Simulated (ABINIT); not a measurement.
A run of ABINIT 10.8.3 (patched build) is set up as follows.

run.abi

```
# Pseudopotentials
pp_dirpath "./"
pseudos "Si.upf"

# Structure
acell 3*1.0 Angstrom
rprim
    -2.3713723045     2.3713723045     1.3292653899
     2.3713723045    -2.3713723045     1.3292653899
     2.3713723045     2.3713723045    -1.3292653899
ntypat 1
znucl 14
natom 2
typat 1 1
chkprim 0
chksymtnons 0
tolsym 1.0e-6
xred
            1/2            1/2            0.0
            1/4            3/4            1/2

# Plane-wave basis
ecut 16.0
ecutsm 0.5

# k points
kptopt 1
ngkpt 8 8 8
nshiftk 1
shiftk 0.0 0.0 0.0

# Exchange and correlation
ixc 7

# Bands and occupations
nband 8
occopt 3
tsmear 0.00183747

# SCF cycle
nstep 80
tolvrs 1.0e-12

# Output
iomode 3
prteig 0
prtebands 0
prtwf 0
prtden 0

# Relaxation
ionmov 2
optcell 2
ntime 50
tolmxf 2.0e-5
dilatmx 1.08
```

Potentials or basis: PseudoDojo NC SR LDA v0.4.1 standard.

Launch:

```bash
$ abinit run.abi > log 2>&1
```

Estimate the band gap on the k mesh.

none (metal or under the smearing width).

Estimate the relaxed volume.

14.84 Å³/atom.

What does it give for the relaxed cell?

a = 3.595 Å, b = 3.595 Å, c = 3.595 Å, α = 97.87°, β = 97.87°, γ = 136.55°.

Predict the space group after relaxing (to 0.05 Å).

I4_1/amd (No. 141).

Step by step:
| step | energy change (eV) | largest force (eV/Å) | pressure (GPa) | volume (Å³) |
| --- | --- | --- | --- | --- |
| 1 | 0.0000 | 0.0000 | -0.93 | 29.90 |
| 2 | -0.0006 | 0.0000 | -0.57 | 29.82 |
| 3 | -0.0010 | 0.0000 | 0.06 | 29.67 |
| 4 | -0.0010 | 0.0000 | 0.05 | 29.67 |
| 5 | -0.0010 | 0.0000 | 0.00 | 29.69 |
